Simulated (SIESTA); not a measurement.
Set up this calculation in SIESTA 5.4.2, as the native input.

| Quantity | Value |
| --- | --- |
| Task | band structure |
| Functional | PBEsol |
| Potentials or basis | PseudoDojo 0.4 standard (PBEsol files, fully relativistic) |
| Basis | DZP (energy shift 0.003 Ry; two zetas on semicore shells) |
| Grid cutoff | 500 Ry |
| Energy shift | 0.003 Ry |
| k mesh | 8 × 8 × 8 |
| Occupations | fermi-dirac, width 0.05 eV |
| Spin | non-collinear spin, zero start, spin-orbit coupling |
| Starting moments | [[0.0, 0.0, 0.0]] μB |

Sb:

```xyz
1
Lattice="-1.8713 1.8713 1.8713 1.8713 -1.8713 1.8713 1.8713 1.8713 -1.8713" Properties=species:S:1:pos:R:3 pbc="T T T"
Sb    0.0000    0.0000    0.0000
```

This isn't the form of Sb at room conditions, which is rhombohedral.

One way to write it, as run:

Sb.fdf

```
SystemName                      Sb
SystemLabel                     Sb
NumberOfSpecies                 1
NumberOfAtoms                   1
%block ChemicalSpeciesLabel
  1  51 Sb
%endblock ChemicalSpeciesLabel

LatticeConstant                 1.0 Ang
%block LatticeVectors
    -1.8713408863     1.8713408863     1.8713408863
     1.8713408863    -1.8713408863     1.8713408863
     1.8713408863     1.8713408863    -1.8713408863
%endblock LatticeVectors
AtomicCoordinatesFormat         Fractional
%block AtomicCoordinatesAndAtomicSpecies
     0.0000000000     0.0000000000     0.0000000000  1  Sb
%endblock AtomicCoordinatesAndAtomicSpecies

%block kgrid.MonkhorstPack
    8   0   0  0.0
    0   8   0  0.0
    0   0   8  0.0
%endblock kgrid.MonkhorstPack
XC.Functional                   GGA
XC.Authors                      PBEsol
PAO.BasisSize                   DZP
PAO.EnergyShift                 0.003 Ry
Mesh.Cutoff                     500 Ry
Spin                            spin-orbit
%block DM.InitSpin
    1   0.000     0.00     0.00
%endblock DM.InitSpin
WriteOrbMom                     true
OccupationFunction              FD
ElectronicTemperature           0.05 eV
MaxSCFIterations                120
SCF.MustConverge                false
SCF.Mixer.Method                Pulay
SCF.Mixer.Weight                0.25
SCF.Mixer.History               8
SCF.DM.Tolerance                5.0e-05
SCF.H.Tolerance                 1.0e-03 eV
WriteForces                     true
Charge.Mulliken                 end
BandLinesScale                  ReciprocalLatticeVectors
%block BandLines
    1    0.000000   0.000000   0.000000  \Gamma
   17    0.500000  -0.500000   0.500000  H
   12    0.000000   0.000000   0.500000  N
   12    0.000000   0.000000   0.000000  \Gamma
   15    0.250000   0.250000   0.250000  P
   15    0.500000  -0.500000   0.500000  H
    1    0.250000   0.250000   0.250000  P
    9    0.000000   0.000000   0.500000  N
%endblock BandLines
%block PAO.Basis
  Sb 4
  n=5 0 2
    5.972 0.000
  n=5 1 2
    7.842 0.000
  n=4 2 2
    3.490 0.000
  n=5 2 1
    7.842
%endblock PAO.Basis
```

Potentials or basis: PseudoDojo 0.4 standard (PBEsol files, fully relativistic), DZP (energy shift 0.003 Ry; two zetas on semicore shells).

Command:

```sh
$ siesta Sb.fdf > Sb.out 2>&1
```

It gave:

```yaml
Pressure: 1.1 GPa
Band_gap_on_the_k_mesh: none (metal or under the smearing width)
Net_moment: 0.00 μB per cell
```

Caveat: the basis of atomic orbitals isn't converged, which shifts pressures, moduli and gaps.

Wall time 30 s on 1 thread of Arm Neoverse V1, on a shared host, peak memory 0.21 GiB.
